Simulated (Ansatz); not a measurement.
The system is ZrH.

```
CELL_PARAMETERS angstrom
-1.64391 1.64391 2.50440
1.64391 -1.64391 2.50440
1.64391 1.64391 -2.50440
ATOMIC_POSITIONS crystal
Zr 0.00000 0.00000 0.00000
H 0.75000 0.25000 0.50000
```

The cell comes from a database or a generator and needn't be the stable form of this composition.

```yaml
Program: Ansatz 0.2.0
Task: relaxation of cell and atoms
Functional: PBEsol
Potentials_or_basis: Ansatz PAW
Cutoff: "420 eV (not typed: the program's choice for these potentials)"
k_mesh: 11 × 11 × 11
Occupations: fermi-dirac, width 0.05 eV
Spin: no spin polarisation
```

At the start: volume 13.54 Å³/atom.

Task: Where does the relaxation end?

Result: It ends after 6 steps and the volume is 13.02 Å³/atom (-3.8 %); space group I-4m2 (No. 119, to 0.05 Å).

The path:
```
step  energy change (eV)  largest force (eV/Å)  volume (Å³)
   1              0.0000                0.0000        27.07
   2             -0.0143                0.0000        26.17
   3             -0.0147                0.0000        26.04
   4             -0.0147                0.0000        26.04
   5             -0.0147                0.0000        26.03
   6             -0.0143                0.0000        26.03
```

Final structure:
```xyz
2
Lattice="-1.6154 1.6154 2.4943 1.6154 -1.6154 2.4943 1.6154 1.6154 -2.4943" Properties=species:S:1:pos:R:3 pbc="T T T"
Zr    0.0000    0.0000    0.0000
H     0.0000    1.6154    1.2471
```

Caveat: the plane-wave basis is chosen anew once the cell has moved, so the energies of steps on either side of that aren't comparable; the PAW data sets come from PBE, with cores solved anew for the run's functional, which leaves a small shift of forces and pressure.
